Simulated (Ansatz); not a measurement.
The system is Bi2Te3 (Tellurobismuthite).

```
Bi Te
1.0
     2.19300    1.26613   10.16567
    -2.19300    1.26613   10.16567
     0.00000   -2.53226   10.16567
Bi Te
2 3
Direct
  0.60000 0.60000 0.60000
  0.40000 0.40000 0.40000
  0.79050 0.79050 0.79050
  0.20950 0.20950 0.20950
  0.00000 0.00000 0.00000
```

```yaml
Program: Ansatz 0.2.0
Task: relaxation of cell and atoms
Functional: PBE
Potentials_or_basis: Ansatz PAW earlier set
Cutoff: 600 eV
Density_cutoff: 2400 eV
k_mesh: 7 × 7 × 7
Occupations: fermi-dirac, width 0.05 eV
Spin: no spin polarisation
```

At the start: volume 33.87 Å³/atom.

How do energy, volume and symmetry change on relaxing?

It ends after 8 steps and the volume is 36.50 Å³/atom (+7.8 %); space group R-3m (No. 166, to 0.05 Å).

Step by step:
```csv
step,energy change (eV),largest force (eV/Å),volume (Å³)
1,0.0000,0.0392,169.36
2,-0.0409,0.2036,180.76
3,-0.0578,0.0419,178.78
4,-0.0626,0.0634,179.77
5,-0.0664,0.0049,181.30
6,-0.0668,0.0011,182.24
7,-0.0668,0.0005,182.52
8,-0.0669,0.0005,182.52
```

Final structure:
```
Bi Te
1.0
     2.22467    1.28441   10.64582
    -2.22467    1.28441   10.64582
     0.00000   -2.56883   10.64582
Bi Te
2 3
Direct
  0.60237 0.60237 0.60237
  0.39763 0.39763 0.39763
  0.78484 0.78484 0.78484
  0.21516 0.21516 0.21516
  0.00000 0.00000 0.00000
```

Caveat: the plane-wave basis is chosen anew once the cell has moved, so the energies of steps on either side of that aren't comparable.
